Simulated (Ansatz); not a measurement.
ZnS: equation of state with PBEsol

**The experiment to reproduce.**

From “Electronic, vibrational, and thermodynamic properties of ZnS (zincblende and rocksalt structure)”, 2009, arxiv:0911.5022, for a bulk crystal of ZnS: bulk modulus 76.9 GPa.

ZnS:

```
CELL_PARAMETERS angstrom
0.00000 2.70200 2.70200
2.70200 0.00000 2.70200
2.70200 2.70200 0.00000
ATOMIC_POSITIONS crystal
Zn 0.75000 0.75000 0.75000
S 0.00000 0.00000 0.00000
```

```yaml
Program: Ansatz 0.2.0
Task: equation of state
Functional: PBEsol
Potentials_or_basis: all-electron LAPW, scalar-relativistic
Basis_error_allowed: 0.0005 eV/atom
k_mesh: 9 × 9 × 9
Occupations: fermi-dirac, width 0.05 eV
Spin: no spin polarisation
```

```json
{
 "Equilibrium volume": "19.21 Å³/atom",
 "Bulk modulus": "79 GPa",
 "Pressure derivative of the bulk modulus": "4.5"
}
```

Energy against volume, from the lowest point:
```csv
volume (Å³/atom),energy (meV/atom)
18.543,5.91
18.938,0.80
19.332,0.00
19.727,3.06
20.121,9.57
20.516,19.16
20.910,31.51
```

All runs of the series together: 110 s on 1 thread of Arm Neoverse V2, with other jobs on the host.

Measured bulk modulus of ZnS: 76.9 GPa (quoted in “Electronic, vibrational, and thermodynamic properties of ZnS (zincblende and rocksalt structure)”, 2009, arxiv:0911.5022). This calculation gives 79 GPa (+2.6 %). The fit is for a static lattice scaled at fixed shape and fixed fractional positions.
